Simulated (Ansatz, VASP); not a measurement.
BN in VASP and in Ansatz

```xyz
4
Lattice="2.5122 0.0000 0.0000 -1.2561 2.1756 0.0000 0.0000 0.0000 8.3432" Properties=species:S:1:pos:R:3 pbc="T T T"
B     0.0000    1.4504    2.0858
B     1.2561    0.7252    6.2574
N     0.0000    1.4504    6.2574
N     1.2561    0.7252    2.0858
```

The cell is a database's computed one.

Alike in both runs: task relaxation of cell and atoms; functional PBE; k mesh 12 × 12 × 4; occupations gaussian, width 0.02 eV; no spin polarisation.

```csv
,VASP,Ansatz
version,VASP 6.6.1,Ansatz 0.2.0
potentials or method,"VASP PAW PBE potentials, release 64 (B, N)","scalar-relativistic, plane waves, PAW"
plane-wave cutoff (eV),600,420
valence electrons in the cell,16,16
```

|  | VASP | Ansatz | Ansatz less VASP |
| --- | --- | --- | --- |
| gap on the k mesh at the Fermi level, each at its own relaxed structure (eV) | 4.52 | 4.40 | -0.119 |
| relaxed volume (Å³/atom) | 10.84 | 11.40 | +0.564 |
| relaxed cell length with the largest relative difference (Å) | 7.930 | 8.343 | +0.4129 |

One of these differences is far larger than is usual between the two programs; its cause wasn't traced.

Caveats: this functional lacks dispersion, which binds the layers, so the pressure and a relaxed spacing across them are unreliable. A k mesh can miss the band edges.
